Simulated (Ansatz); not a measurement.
# Ta2N: the cost of one run

Computed with Ansatz 0.2.0 (DFT PBE, scalar-relativistic, plane waves, PAW, unless a step's input says otherwise).

1 further run of the same task is left out (it didn't finish).

## (1) The structure to begin with

The structure is trigonal, space group P-3m1 (No. 164). Conventional cell: a = 3.113 Å, b = 3.113 Å, c = 4.870 Å, α = 90.00°, β = 90.00°, γ = 120.00°. Ta (site symmetry 3m) is surrounded by 3 N at 2.18 Å. Around N (site symmetry -3m) lie 6 Ta at 2.18 Å.

As a file:

```cif
data_structure
_symmetry_space_group_name_H-M 'P 1'
_symmetry_Int_Tables_number 1
_cell_length_a 3.1129
_cell_length_b 3.1129
_cell_length_c 4.8698
_cell_angle_alpha 90.000
_cell_angle_beta 90.000
_cell_angle_gamma 120.000
_cell_volume 40.87
loop_
_atom_site_label
_atom_site_type_symbol
_atom_site_fract_x
_atom_site_fract_y
_atom_site_fract_z
_atom_site_occupancy
Ta1 Ta 0.66667 0.33333 0.74529 1
Ta2 Ta 0.33333 0.66667 0.25471 1
N1 N 0.00000 0.00000 0.00000 1
```

The structure comes from the Materials Project (structure only).

(A quick probe on a coarse mesh, which set the mesh and smearing, is not shown.)

## (3) Relaxing cell and atoms

input.yaml

```yaml
crystal:
  lattice:
    - [3.112861506, 0.0, 0.0]
    - [-1.556430753, 2.6958171426, 0.0]
    - [0.0, 0.0, 4.869841]
  atoms:
    - { symbol: Ta, position: [0.66666667, 0.33333333, 0.745289] }
    - { symbol: Ta, position: [0.33333333, 0.66666667, 0.254711] }
    - { symbol: "N", position: [0.0, 0.0, 0.0] }
basis:
  ecutwfc: 420
kpoints:
  mp_grid: { grid: [18, 18, 10] }
hamiltonian:
  xc: pbe
scf:
  occupations: { method: gaussian, width: 0.1 }
output:
  forces: true
  stress: true
  eigenvalues: true
relax:
  adjacent_minimum: "off"
  f_tol: 0.005
  max_steps: 80
  cell: { stress_tol: 0.05 }
```

The run is started by

```
> ansatz run input.yaml --threads 1 --pin off --max-ram 2560MiB --backend cpu --events-out ev --progress --plain --runs-dir out
```

Q: Estimate wall time and peak memory on 1 thread of Intel Xeon Platinum 8259CL at 2.50GHz (Skylake/Cascade Lake), shared host.

About 1.8 min, with a peak of 0.54 GiB.
